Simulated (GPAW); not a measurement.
Here is a GPAW 26.7.0 calculation.

The input run.py:

```python
from ase.calculators.mixing import SumCalculator
from ase.eos import EquationOfState
from ase.io import Trajectory
from ase.spacegroup import crystal
from ase.units import GPa
from dftd4.ase import DFTD4
from gpaw import GPAW, PW

# Ti 4a
# C 4b
atoms = crystal(['Ti', 'C'],
                basis=[[0.0, 0.0, 0.0],
                       [0.5, 0.0, 0.0]],
                spacegroup=225, setting=1,  # Fm-3m
                cellpar=[4.33143769, 4.33143769, 4.33143769, 90.0, 90.0, 90.0],
                primitive_cell=True)

traj = Trajectory('eos.traj', 'w')
volumes, energies = [], []
for x in [0.94, 0.96, 0.98, 1.0, 1.02, 1.04, 1.06]:
    a = atoms.copy()
    a.set_cell(atoms.cell * x**(1 / 3), scale_atoms=True)
    calc = GPAW(mode=PW(800),
                xc='PBE',
                kpts={'size': (9, 9, 9), 'gamma': True},
                occupations={'name': 'fermi-dirac', 'width': 0.05},
                nbands=18,
                convergence={'density': 1e-05, 'energy': 1e-05},
                maxiter=150,
                txt=f'eos-{x:.2f}.txt')
    a.calc = SumCalculator([calc, DFTD4(method='pbe')])
    energies.append(a.get_potential_energy())
    volumes.append(a.get_volume())
    p = -a.get_stress()[:3].mean() / GPa
    calc.write(f'eos-{x:.2f}.gpw')
    traj.write(a)
    print(f'{x:.2f} {volumes[-1]:10.4f} A^3 {energies[-1]:14.6f} eV {p:9.3f} GPa', flush=True)

v0, e0, B = EquationOfState(volumes, energies, eos='birchmurnaghan').fit()
print(f'V0 = {v0:.4f} A^3, E0 = {e0:.6f} eV, B0 = {B / GPa:.2f} GPa')
```

Potentials or basis: GPAW PAW data sets (gpaw-data 1.2.1), pw.

The run is started by

```console
$ OMP_NUM_THREADS=1 python run.py
```

Question: Predict the pressure derivative of the bulk modulus.

Answer: 5.0 (rough: it moves with the points fitted).

Question: What does it give for the bulk modulus?

Answer: 265 GPa.

Energy against volume, from the lowest point:
| volume (Å³/atom) | energy (meV/atom) |
| --- | --- |
| 9.548 | 19.53 |
| 9.752 | 5.93 |
| 9.955 | 0.00 |
| 10.158 | 0.99 |
| 10.361 | 9.01 |
| 10.564 | 21.83 |
| 10.767 | 39.82 |
